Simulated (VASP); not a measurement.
CoSi, 8 atoms in the cell. It takes space group P2_13 (No. 198, cubic). Conventional cell: a = 4.438 Å, b = 4.438 Å, c = 4.438 Å, α = 90.00°, β = 90.00°, γ = 90.00°. Around Co (site symmetry 3) lie 7 Si at 2.28 to 2.47 Å. Around Si (site symmetry 3) lie 7 Co at 2.28 to 2.47 Å. 

| Quantity | Value |
| --- | --- |
| Program | VASP 6.6.1 |
| Task | relaxation of cell and atoms |
| Functional | PBEsol |
| Potentials or basis | VASP PAW PBE potentials, release 64 (Co, Si) |
| Cutoff | 600 eV |
| k mesh | 8 × 8 × 8 |
| Occupations | methfessel-paxton, width 0.1 eV |
| Spin | no spin polarisation |
| Further INCAR settings | ALGO = Normal; EDIFF = 1e-06; IBRION = 2; EDIFFG = -0.01; NSW = 90; ISIF = 3 |

Potentials or basis: VASP PAW PBE potentials, release 64 (Co, Si).

Run with:

```sh
$ cat potpaw_PBE.64/Co/POTCAR potpaw_PBE.64/Si/POTCAR > POTCAR
$ mpirun -np 4 vasp_std > vasp.out
```

Hardware: 4 MPI ranks on Intel(R) Xeon(R) Platinum 8259CL CPU @ 2.50GHz (Skylake/Cascade Lake) (shared host).

**Question.** How long does it take, and how much memory?

**Answer.** Wall time 3.9 min on 4 MPI ranks on Intel(R) Xeon(R) Platinum 8259CL CPU @ 2.50GHz (Skylake/Cascade Lake), on a shared host, peak memory 0.3 GiB a rank. Counts: scf iterations 80, k points 45, ion steps 10.
